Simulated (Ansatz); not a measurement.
InSe: equation of state with RPBE+D3(BJ)

InSe:

```
In Se
1.0
     2.00000    1.15470    8.44000
    -2.00000    1.15470    8.44000
     0.00000   -2.30940    8.44000
In Se
2 2
Direct
  0.88860 0.88860 0.88860
  0.00000 0.00000 0.00000
  0.17190 0.17190 0.17190
  0.38350 0.38350 0.38350
```

```json
{
 "Program": "Ansatz 0.2.0",
 "Task": "equation of state",
 "Functional": "RPBE",
 "Dispersion": "D3(BJ)",
 "Potentials or basis": "Ansatz PAW",
 "Cutoff": "420 eV",
 "Density cutoff": "1680 eV",
 "k mesh": "8 × 8 × 8",
 "Occupations": "fermi-dirac, width 0.05 eV",
 "Spin": "no spin polarisation"
}
```

The equilibrium volume is 26.74 Å³/atom (rough: see the caveat) and the bulk modulus at fixed shape and positions is 62 GPa (rough).

Energy against volume, from the lowest point:
| volume (Å³/atom) | energy (meV/atom) |
| --- | --- |
| 27.483 | 0.00 |
| 28.068 | 7.86 |
| 28.652 | 19.50 |
| 29.237 | 34.48 |
| 29.822 | 52.43 |
| 30.406 | 73.00 |
| 30.991 | 95.88 |

All runs of the series together: 2.6 min on 2 threads of Intel(R) Xeon(R) Processor @ 2.50GHz (Skylake/Cascade Lake) (shared host).

Caveat: the potentials were made for another functional, which shifts forces and pressure; the minimum lies outside the volumes run; the cell was scaled at fixed shape and fractional positions, which overstates the stiffness of a crystal with free parameters, most of all of layers and chains.
